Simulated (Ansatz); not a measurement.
# Energy landscape near a Zn structure

Level of theory: DFT PBE, scalar-relativistic, plane waves, PAW (Ansatz 0.2.0).

Plane waves to 420 eV, a k mesh through Γ of 18×18×18 on the computed 1-atom cell and Gaussian smearing (0.10 eV); no spin polarisation.

Reference cell:

```xyz
1
Lattice="0.0000 1.9648 1.9648 1.9648 0.0000 1.9648 1.9648 1.9648 0.0000" Properties=species:S:1:pos:R:3 pbc="T T T"
Zn    0.0000    0.0000    0.0000
```

Each variant moves atoms of this cell by the vectors given, if any (Å), and then applies a symmetric strain (tensor components, Cartesian axes). The reference cell isn't relaxed at this level. Energies are per atom at zero smearing, counted from the lowest variant. Pressure is positive in compression.

1. strain (xx yy zz yz xz xy, %) 2.17 2.17 2.17 0.00 0.00 0.00
2. strain (xx yy zz yz xz xy, %) -2.52 -2.52 -2.52 0.00 0.00 0.00
3. strain (xx yy zz yz xz xy, %) -3.16 -3.16 -3.16 2.00 2.00 -2.00

```tsv
variant	ΔE (meV/atom)	P (GPa)	space group
1	0.0	-3.77	Fm-3m
2	7.4	6.29	Fm-3m
3	21.4	8.89	R-3m
```

This fcc form isn't the element's structure at ambient conditions.